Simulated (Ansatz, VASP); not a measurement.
# MgO in VASP and in Ansatz

Contents of INCAR:

```
ALGO     = Normal         # electronic algorithm
EDIFF    = 1E-6           # SCF threshold, eV
ENCUT    = 520            # plane-wave cutoff, eV
ISIF     = 2              # what is computed and relaxed
ISMEAR   = 0              # smearing method
LASPH    = T              # aspherical terms in the spheres
LCHARG   = T              # write CHGCAR
LELF     = T              # ELF
LREAL    = F              # projectors in reciprocal space
LVHAR    = T            
LWAVE    = F              # write WAVECAR
NBANDS   = 16             # bands
NELM     = 100            # most SCF steps
PREC     = Accurate       # precision mode
SIGMA    = 0.05           # smearing width, eV
```

The input KPOINTS:

```
k-points
0
Gamma
  6 6 6
```

POSCAR

```
MgO
1.0
    3.4863778627      0.0000000000      0.0000000000
   -1.7431889314      3.0192917963      0.0000000000
    0.0000000000      0.0000000000      4.1780412200
Mg O
2 2
Direct
    0.6666666667      0.3333333333      0.7500000000
    0.3333333333      0.6666666667      0.2500000000
    0.6666666667      0.3333333333      0.2500000000
    0.3333333333      0.6666666667      0.7500000000
```

Input for Ansatz:

```yaml
crystal:
  lattice:
    - [3.4863778627, 0.0, 0.0]
    - [-1.7431889314, 3.0192917963, 0.0]
    - [0.0, 0.0, 4.17804122]
  atoms:
    - { symbol: Mg, position: [0.6666666667, 0.3333333333, 0.75] }
    - { symbol: Mg, position: [0.3333333333, 0.6666666667, 0.25] }
    - { symbol: O, position: [0.6666666667, 0.3333333333, 0.25] }
    - { symbol: O, position: [0.3333333333, 0.6666666667, 0.75] }
basis:
  ecutwfc: 420
kpoints:
  mp_grid: { grid: [6, 6, 6] }
hamiltonian:
  xc: lda
scf:
  occupations: { method: gaussian, width: 0.05 }
output:
  forces: true
  stress: true
  eigenvalues: true
```

Measurements of this composition are mostly on another form, of space group No. 225.

Alike in both runs: task single point; functional LDA; k mesh 6 × 6 × 6; occupations gaussian, width 0.05 eV; no spin polarisation.

```csv
,VASP,Ansatz
version,VASP 6.6.1,Ansatz 0.2.0
potentials or method,"VASP PAW LDA potentials, release 64 (Mg, O)","scalar-relativistic, plane waves, PAW"
plane-wave cutoff (eV),520,420
valence electrons in the cell,16,32
```

```csv
,VASP,Ansatz,Ansatz less VASP
gap on the k mesh at the Fermi level (eV),3.33,3.34,+0.004
least direct gap on the mesh (eV),3.33,3.34,+0.004
pressure (GPa),-5.7,-4.0,+1.72
largest component of the traceless stress (GPa),0.03,0.15,+0.123
```

The two sets of potentials don't hold the same shells in valence.
